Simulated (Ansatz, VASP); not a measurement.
## Cs in VASP and in Ansatz

Contents of INCAR:

```
SYSTEM = Cs
ALGO = Fast
EDIFF = 1E-6
ENCUT = 520
GGA = PE
ISIF = 2
ISMEAR = 0
LASPH = .True.
LCHARG = .False.
LREAL = .False.
LWAVE = .False.
NBANDS = 10
NELM = 100
PREC = Accurate
SIGMA = 0.15
```

KPOINTS

```
k-points
0
Gamma
  12 12 12
  0 0 0
```

The input POSCAR:

```
Cs
1.0
   -3.2643000000      3.2643000000      2.7807000000
    3.2643000000     -3.2643000000      2.7807000000
    3.2643000000      3.2643000000     -2.7807000000
Cs
1
Direct
    0.0000000000      0.0000000000      0.0000000000
```

Input for Ansatz:

```yaml
crystal:
  lattice:
    - [-3.2643, 3.2643, 2.7807]
    - [3.2643, -3.2643, 2.7807]
    - [3.2643, 3.2643, -2.7807]
  atoms:
    - { symbol: Cs, position: [0.0, 0.0, 0.0] }
basis:
  ecutwfc: 420
kpoints:
  mp_grid: { grid: [12, 12, 12] }
hamiltonian:
  xc: pbe
scf:
  occupations: { method: gaussian, width: 0.15 }
output:
  forces: true
  stress: true
  eigenvalues: true
```

Change from the starting cell: strain +0.080 along x and y, -0.080 along z, atoms carried along.

Alike in both runs: task single point; functional PBE; k mesh 12 × 12 × 12; occupations gaussian, width 0.15 eV; no spin polarisation.

|  | VASP | Ansatz |
| --- | --- | --- |
| version | VASP 6.6.1 | Ansatz 0.2.0 |
| potentials or method | VASP PAW PBE potentials, release 64 (Cs_sv) | scalar-relativistic, plane waves, PAW |
| plane-wave cutoff (eV) | 520 | 420 |
| valence electrons in the cell | 9 | 9 |

```csv
,VASP,Ansatz,Ansatz less VASP
gap on the k mesh at the Fermi level (eV),none,none,-
pressure (GPa),0.0,0.0,+0.01
largest component of the traceless stress (GPa),0.09,0.09,0.000
```

A gap of «none» marks a metal or a gap that the smearing closes. With one functional, cell and mesh, what is left measures potentials, basis and numerics.

The runs have no spin-orbit coupling, so splittings on Cs are missing.
